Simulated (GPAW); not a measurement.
Crystal: Zr.

```
CELL_PARAMETERS angstrom
3.23200 0.00000 0.00000
-1.61600 2.79899 0.00000
0.00000 0.00000 5.14700
ATOMIC_POSITIONS crystal
Zr 0.66667 0.33333 0.75000
Zr 0.33333 0.66667 0.25000
```

```yaml
Program: GPAW 26.7.0
Task: relaxation of cell and atoms
Functional: PBEsol
Dispersion: D4
Potentials_or_basis: PAW data sets generated in the run's folder for this functional
Cutoff: 600 eV
Basis: pw
k_mesh: 8 × 8 × 5
Occupations: fermi-dirac, width 0.05 eV
Spin: no spin polarisation
```

At the start: pressure -4.3 GPa; volume 23.28 Å³/atom.

Where does the relaxation end?

Over 6 steps the energy falls by 14.5 meV/atom and the volume is 22.24 Å³/atom (-4.5 %); space group P6_3/mmc (No. 194, to 0.05 Å).

Step by step:
| step | energy change (eV) | largest force (eV/Å) | pressure (GPa) | volume (Å³) |
| --- | --- | --- | --- | --- |
| 1 | 0.0000 | 0.0000 | -4.26 | 46.56 |
| 2 | -0.0139 | 0.0000 | -3.08 | 45.95 |
| 3 | -0.0277 | 0.0000 | 0.15 | 44.42 |
| 4 | -0.0279 | 0.0000 | 0.06 | 44.46 |
| 5 | -0.0289 | 0.0000 | -0.15 | 44.53 |
| 6 | -0.0290 | 0.0000 | -0.07 | 44.48 |

Final structure:
```cif
data_structure
_symmetry_space_group_name_H-M 'P 1'
_symmetry_Int_Tables_number 1
_cell_length_a 3.1677
_cell_length_b 3.1677
_cell_length_c 5.1191
_cell_angle_alpha 90.000
_cell_angle_beta 90.000
_cell_angle_gamma 120.000
_cell_volume 44.48
loop_
_atom_site_label
_atom_site_type_symbol
_atom_site_fract_x
_atom_site_fract_y
_atom_site_fract_z
_atom_site_occupancy
Zr1 Zr 0.66667 0.33333 0.75000 1
Zr2 Zr 0.33333 0.66667 0.25000 1
```

Caveat: later steps reuse the first step's grids; pairwise dispersion overbinds metals, which lowers pressure and volume.
